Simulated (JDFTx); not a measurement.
# Si (Fd-3m) in JDFTx: convergence with cutoff

Aim: find how far cutoff must go before the results for Si settle, at PBEsol. This setting moves, with any that are tied to it; all else stays.

Everything below comes from runs of JDFTx 1.7.0 (patched build). Logs are shortened: lines on timing, memory, paths and dates and some standing lists are left out, and cuts for length are marked. The log counts tension as positive stress, the text compression.

### Step 1. The crystal as given

The structure is cubic, space group Fd-3m (No. 227). Conventional cell: a = 5.444 Å, b = 5.444 Å, c = 5.444 Å, α = 90.00°, β = 90.00°, γ = 90.00°. Si (site symmetry -43m) is surrounded by 4 Si at 2.36 Å.

### Step 2. With cutoff 190.48 eV

Input file Si.in:

```
lattice \
    0.0000000000     5.1435532945     5.1435532945 \
    5.1435532945     0.0000000000     5.1435532945 \
    5.1435532945     5.1435532945     0.0000000000
coords-type Cartesian
ion Si     5.1435532945     5.1435532945     5.1435532945 1
ion Si     7.7153299417     7.7153299417     7.7153299417 1

ion-species pseudo/Si.upf
elec-cutoff 7 56
elec-ex-corr gga-PBEsol
kpoint-folding 8 8 8
elec-smearing Fermi 0.0018374661
elec-n-bands 9
electronic-SCF nIterations 100 energyDiffThreshold 1e-09
electronic-minimize nIterations 30 energyDiffThreshold 1e-7
converge-empty-states yes
forces-output-coords Cartesian

dump-name run.$VAR
dump End Ecomponents EigStats BandEigs Kpoints Forces Stress
```

Potentials or basis: PseudoDojo-SR-PBEsol-0.4.1-standard with smoothed tails.

The run is started by

```sh
> jdftx -c 1 -i Si.in -o Si.out
```

Wall time 2.8 s (1 thread of Arm Neoverse V2, shared host); peak memory 0.05 GiB.

Results:

```
Free energy            : -215.5980 eV
Pressure               : -3.9 GPa
Band gap on the k mesh : 0.56 eV, indirect (least direct gap 2.52 eV)
```

### Step 3. With cutoff 244.902 eV

Changes to Si.in since step 2:

```diff
@@ -9,3 +9,3 @@
 ion-species pseudo/Si.upf
-elec-cutoff 7 56
+elec-cutoff 9 72
 elec-ex-corr gga-PBEsol
```

Potentials or basis: PseudoDojo-SR-PBEsol-0.4.1-standard with smoothed tails.

The run is started by

```sh
> jdftx -c 1 -i Si.in -o Si.out
```

Wall time 3.4 s (1 thread of Arm Neoverse V2, shared host); peak memory 0.05 GiB.

What came out:

* Free energy: -215.7806 eV
* Pressure: -1.5 GPa
* Band gap on the k mesh: 0.53 eV, indirect (least direct gap 2.51 eV)

### Step 4. With cutoff 299.325 eV

Changes to Si.in since step 3:

```diff
@@ -9,3 +9,3 @@
 ion-species pseudo/Si.upf
-elec-cutoff 9 72
+elec-cutoff 11 88
 elec-ex-corr gga-PBEsol
```

The run is started by

```sh
> jdftx -c 1 -i Si.in -o Si.out
```

It took 6.5 s on 1 thread of Arm Neoverse V2, shared host; peak memory 0.05 GiB.

Results:

| Property | Result |
| --- | --- |
| Free energy | -215.8221 eV |
| Pressure | -0.8 GPa |
| Band gap on the k mesh | 0.52 eV, indirect (least direct gap 2.51 eV) |

### Step 5. With cutoff 353.748 eV

Changes to Si.in since step 4:

```diff
@@ -9,3 +9,3 @@
 ion-species pseudo/Si.upf
-elec-cutoff 11 88
+elec-cutoff 13 104
 elec-ex-corr gga-PBEsol
```

The run is started by

```sh
> jdftx -c 1 -i Si.in -o Si.out
```

Run time: 7.7 s. Hardware: 1 thread of Arm Neoverse V2, shared host; peak memory 0.05 GiB.

What came out:

- Free energy: -215.8295 eV
- Pressure: -0.7 GPa
- Band gap on the k mesh: 0.52 eV, indirect (least direct gap 2.51 eV)

### Step 6. With cutoff 380.959 eV

Changes to Si.in since step 5:

```diff
@@ -9,3 +9,3 @@
 ion-species pseudo/Si.upf
-elec-cutoff 13 104
+elec-cutoff 14 112
 elec-ex-corr gga-PBEsol
```

Potentials or basis: PseudoDojo-SR-PBEsol-0.4.1-standard with smoothed tails.

The run is started by

```sh
> jdftx -c 1 -i Si.in -o Si.out
```

Wall time 11 s (1 thread of Arm Neoverse V2, shared host); peak memory 0.05 GiB.

Results:

```yaml
Free_energy: -215.8312 eV
Pressure: -0.7 GPa
Band_gap_on_the_k_mesh: 0.52 eV, indirect (least direct gap 2.51 eV)
```

### Step 7. With cutoff 435.382 eV

Changes to Si.in since step 6:

```diff
@@ -9,3 +9,3 @@
 ion-species pseudo/Si.upf
-elec-cutoff 14 112
+elec-cutoff 16 128
 elec-ex-corr gga-PBEsol
```

The run is started by

```sh
> jdftx -c 1 -i Si.in -o Si.out
```

It took 11 s on 1 thread of Arm Neoverse V2, shared host; peak memory 0.05 GiB.

Results (log left out):

* Free energy: -215.8339 eV
* Pressure: -0.7 GPa
* Band gap on the k mesh: 0.52 eV, indirect (least direct gap 2.51 eV)

### Step 8. With cutoff 489.805 eV

Changes to Si.in since step 7:

```diff
@@ -9,3 +9,3 @@
 ion-species pseudo/Si.upf
-elec-cutoff 16 128
+elec-cutoff 18 144
 elec-ex-corr gga-PBEsol
```

The run is started by

```sh
> jdftx -c 1 -i Si.in -o Si.out
```

Run time: 13 s. Hardware: 1 thread of Arm Neoverse V2, shared host; peak memory 0.05 GiB.

The run converged. Its results:

- Free energy: -215.8351 eV
- Pressure: -0.6 GPa
- Band gap on the k mesh: 0.52 eV, indirect (least direct gap 2.51 eV)

### Step 9. With cutoff 571.439 eV

Changes to Si.in since step 8:

```diff
@@ -9,3 +9,3 @@
 ion-species pseudo/Si.upf
-elec-cutoff 18 144
+elec-cutoff 21 168
 elec-ex-corr gga-PBEsol
```

Potentials or basis: PseudoDojo-SR-PBEsol-0.4.1-standard with smoothed tails.

The run is started by

```sh
> jdftx -c 1 -i Si.in -o Si.out
```

Run time: 15 s. Hardware: 1 thread of Arm Neoverse V2, shared host; peak memory 0.07 GiB.

It converged, with:

```
Free energy            : -215.8356 eV
Pressure               : -0.6 GPa
Band gap on the k mesh : 0.52 eV, indirect (least direct gap 2.51 eV)
```

### Step 10. With cutoff 653.073 eV

Changes to Si.in since step 9:

```diff
@@ -9,3 +9,3 @@
 ion-species pseudo/Si.upf
-elec-cutoff 21 168
+elec-cutoff 24 192
 elec-ex-corr gga-PBEsol
```

Potentials or basis: PseudoDojo-SR-PBEsol-0.4.1-standard with smoothed tails.

The run is started by

```sh
> jdftx -c 1 -i Si.in -o Si.out
```

What it wrote:

```text
*************** JDFTx 1.7.0 (patched build) ***************

Input parsed successfully to the following command list (including defaults):
[... the input with its defaults ...]

---------- Setting up symmetries ----------

Found 48 point-group symmetries of the bravais lattice
Found 48 space-group symmetries with basis
Applied RMS atom displacement 4.33013e-11 bohrs to make symmetries exact.

---------- Initializing the Grid ----------
R =
[            0      5.14355      5.14355  ]
[      5.14355            0      5.14355  ]
[      5.14355      5.14355            0  ]
unit cell volume = 272.157
G =
[  -0.610783   0.610783   0.610783  ]
[   0.610783  -0.610783   0.610783  ]
[   0.610783   0.610783  -0.610783  ]
Minimum fftbox size, Smin = [  48  48  48  ]
Chosen fftbox size, S = [  48  48  48  ]

---------- Initializing tighter grid for wavefunction operations ----------
R =
[            0      5.14355      5.14355  ]
[      5.14355            0      5.14355  ]
[      5.14355      5.14355            0  ]
unit cell volume = 272.157
G =
[  -0.610783   0.610783   0.610783  ]
[   0.610783  -0.610783   0.610783  ]
[   0.610783   0.610783  -0.610783  ]
Minimum fftbox size, Smin = [  36  36  36  ]
Chosen fftbox size, S = [  36  36  36  ]

---------- Exchange Correlation functional ----------
Initalized PBEsol GGA exchange.
Initalized PBEsol GGA correlation.

---------- Setting up pseudopotentials ----------
Width of ionic core gaussian charges (only for fluid interactions / plotting) set to 0

Reading pseudopotential file 'pseudo/Si.upf':
  'Si' pseudopotential, 'PBESOL' functional
  Generated using ONCVPSP code by D. R. Hamann
  4 valence electrons, 2 orbitals, 6 projectors, 1001 radial grid points, with lMax = 2
    3S    l: 0   occupation:  2.0   eigenvalue: -0.395742
    3P    l: 1   occupation:  2.0   eigenvalue: -0.149099
  Core radius for overlap checks: 1.86 bohrs.

Initialized 1 species with 2 total atoms.

Folded 1 k-points by 8x8x8 to 512 k-points.

---------- Setting up k-points, bands, fillings ----------
Reduced to 29 k-points under symmetry.
Computing the number of bands and number of electrons
Calculating initial fillings.
nElectrons:   8.000000   nBands: 9   nStates: 29

----- Setting up reduced wavefunction bases (one per k-point) -----
average nbasis = 1527.826 , ideal nbasis = 1528.377

---------- Setting up ewald sum ----------
Optimum gaussian width for ewald sums = 2.336113 bohr.
Real space sum over 1331 unit cells with max indices [  5  5  5  ]
Reciprocal space sum over 2197 terms with max indices [  6  6  6  ]

---------- Allocating electronic variables ----------
Initializing wave functions:  linear combination of atomic orbitals
Note: number of bands (9) exceeds available atomic orbitals (8)
Si pseudo-atom occupations:   s ( 2 )  p ( 2 )
	FillingsUpdate:  mu: +0.264857196  nElectrons: 8.000000
LCAOMinimize: Iter:   0  F: -7.8702719477841514  |grad|_K:  8.281e-05  alpha:  1.000e+00
	FillingsUpdate:  mu: +0.264735785  nElectrons: 8.000000
LCAOMinimize: Iter:   1  F: -7.8702795746512964  |grad|_K:  1.691e-06  alpha:  9.469e-01  linmin:  3.711e-02  cgtest: -7.150e-02
	FillingsUpdate:  mu: +0.264736646  nElectrons: 8.000000
LCAOMinimize: Iter:   2  F: -7.8702795779519059  |grad|_K:  1.218e-07  alpha:  9.891e-01  linmin:  2.975e-04  cgtest:  9.117e-02
LCAOMinimize: Encountered beta<0, resetting CG.
	FillingsUpdate:  mu: +0.264736826  nElectrons: 8.000000
LCAOMinimize: Iter:   3  F: -7.8702795779684207  |grad|_K:  2.360e-09  alpha:  9.462e-01  linmin:  4.514e-02  cgtest: -8.420e-02
LCAOMinimize: Converged (|Delta F|<1.000000e-06 for 2 iters).

-------- Electronic minimization -----------
Will mix electronic density at each iteration.
	FillingsUpdate:  mu: +0.264736826  nElectrons: 8.000000
	FillingsUpdate:  mu: +0.225137950  nElectrons: 8.000000
SCF: Cycle:  0   F: -7.929649357462923   dF: -5.937e-02   |Residual|: 6.268e-02   |deigs|: 1.202e-01
	FillingsUpdate:  mu: +0.227396392  nElectrons: 8.000000
SCF: Cycle:  1   F: -7.931309360580525   dF: -1.660e-03   |Residual|: 3.673e-02   |deigs|: 1.061e-02
	FillingsUpdate:  mu: +0.233276888  nElectrons: 8.000000
SCF: Cycle:  2   F: -7.931802366489180   dF: -4.930e-04   |Residual|: 6.546e-03   |deigs|: 5.908e-03
	FillingsUpdate:  mu: +0.232459407  nElectrons: 8.000000
SCF: Cycle:  3   F: -7.931808451964680   dF: -6.085e-06   |Residual|: 2.959e-03   |deigs|: 1.899e-03
	FillingsUpdate:  mu: +0.233113746  nElectrons: 8.000000
SCF: Cycle:  4   F: -7.931813004570353   dF: -4.553e-06   |Residual|: 2.607e-04   |deigs|: 6.212e-04
	FillingsUpdate:  mu: +0.233178139  nElectrons: 8.000000
SCF: Cycle:  5   F: -7.931813254258772   dF: -2.497e-07   |Residual|: 1.538e-04   |deigs|: 1.875e-04
	FillingsUpdate:  mu: +0.233161632  nElectrons: 8.000000
SCF: Cycle:  6   F: -7.931813349980179   dF: -9.572e-08   |Residual|: 1.212e-05   |deigs|: 1.850e-04
	FillingsUpdate:  mu: +0.233162396  nElectrons: 8.000000
SCF: Cycle:  7   F: -7.931813374750171   dF: -2.477e-08   |Residual|: 5.248e-06   |deigs|: 1.183e-04
	FillingsUpdate:  mu: +0.233161527  nElectrons: 8.000000
SCF: Cycle:  8   F: -7.931813385506078   dF: -1.076e-08   |Residual|: 2.443e-06   |deigs|: 9.134e-05
	FillingsUpdate:  mu: +0.233162283  nElectrons: 8.000000
SCF: Cycle:  9   F: -7.931813388351713   dF: -2.846e-09   |Residual|: 2.823e-06   |deigs|: 7.065e-05
	FillingsUpdate:  mu: +0.233161956  nElectrons: 8.000000
SCF: Cycle: 10   F: -7.931813389819790   dF: -1.468e-09   |Residual|: 4.352e-07   |deigs|: 1.382e-04
	FillingsUpdate:  mu: +0.233161924  nElectrons: 8.000000
SCF: Cycle: 11   F: -7.931813390156787   dF: -3.370e-10   |Residual|: 2.525e-07   |deigs|: 5.169e-05
	FillingsUpdate:  mu: +0.233161953  nElectrons: 8.000000
SCF: Cycle: 12   F: -7.931813390366933   dF: -2.101e-10   |Residual|: 1.496e-07   |deigs|: 5.656e-05
SCF: Converged (|Delta E|<1.000000e-09 for 2 iters).

Setting wave functions to eigenvectors of Hamiltonian
Converging empty states (this may take a while):
EmptyStates: None of the convergence criteria satisfied.
|deigs|: 7.556e-04

# Stress tensor in Cartesian coordinates [Eh/a0^3]:
[  2.12773e-05            0            0  ]
[            0  2.12773e-05            0  ]
[            0            0  2.12773e-05  ]

# Ionic positions in cartesian coordinates:
ion Si   5.143553294475001   5.143553294475001   5.143553294475001 1
ion Si   7.715329941725001   7.715329941725002   7.715329941725002 1

# Forces in Cartesian coordinates:
force Si   0.000000000000000  -0.000000000000000  -0.000000000000000 1
force Si   0.000000000000000  -0.000000000000000  -0.000000000000000 1

# Energy components:
   Eewald =       -8.3783295099159947
       EH =        0.5409313227927182
     Eloc =       -1.8458070448635171
      Enl =        1.2387579919494425
      Exc =       -3.0703825185398066
 Exc_core =        0.5310497922489704
       KE =        3.0519689895858431
-------------------------------------
     Etot =       -7.9318109767423444
       TS =        0.0000024136245878
-------------------------------------
        F =       -7.9318133903669326

IonicMinimize: Iter:   0  F: -7.931813390366933  |grad|_K:        nan
IonicMinimize: None of the convergence criteria satisfied after 0 iterations.

#--- Lowdin population analysis ---
# oxidation-state Si +0.034 +0.034

Dumping 'run.eigStats' ...
	eMin: -0.214446 at state 0 ( [ +0.000000 +0.000000 +0.000000 ] spin 0 )
	HOMO: +0.224415 at state 0 ( [ +0.000000 +0.000000 +0.000000 ] spin 0 )
	mu  : +0.233162
	LUMO: +0.243449 at state 17 ( [ +0.000000 +0.375000 +0.375000 ] spin 0 )
	eMax: +0.625690 at state 20 ( [ +0.000000 +0.500000 +0.500000 ] spin 0 )
	HOMO-LUMO gap: +0.019034
	Optical gap  : +0.092246 at state 0 ( [ +0.000000 +0.000000 +0.000000 ] spin 0 )
WARNING: the last solve of the electrons (or of bands or displaced states from it) ended unconverged.
Done!
```

It took 24 s on 1 thread of Arm Neoverse V2, shared host; peak memory 0.07 GiB.

What came out:

```
Free energy            : -215.8356 eV
Pressure               : -0.6 GPa
Band gap on the k mesh : 0.52 eV, indirect (least direct gap 2.51 eV)
```

### Step 11. Summary

| cutoff | energy less the tightest run, at zero smearing (meV/atom) | pressure (GPa) | gap on the mesh (eV) | SCF cycles | CPU time (s) | peak memory (GiB) |
| --- | --- | --- | --- | --- | --- | --- |
| 190.48 eV | 118.82 | -3.89 | 0.557 | 10 | 2.8 | 0.05 |
| 244.902 eV | 27.51 | -1.50 | 0.529 | 11 | 3.4 | 0.05 |
| 299.325 eV | 6.74 | -0.78 | 0.521 | 11 | 6.5 | 0.05 |
| 353.748 eV | 3.06 | -0.66 | 0.519 | 12 | 7.7 | 0.05 |
| 380.959 eV | 2.23 | -0.67 | 0.519 | 12 | 11 | 0.05 |
| 435.382 eV | 0.85 | -0.66 | 0.518 | 12 | 11 | 0.05 |
| 489.805 eV | 0.27 | -0.64 | 0.518 | 13 | 13 | 0.05 |
| 571.439 eV | 0.03 | -0.63 | 0.518 | 13 | 15 | 0.07 |
| 653.073 eV | 0.00 | -0.63 | 0.518 | 13 | 24 | 0.07 |

Against the tightest run, the energy stays within 1 meV/atom from 435.382 eV on; the pressure stays within 0.1 GPa from 353.748 eV on; the gap on the mesh stays within 0.01 eV from 299.325 eV on. The tightest run that finished is the yardstick and may itself not be fully converged.

Caveats: the empty levels aren't tightly converged.
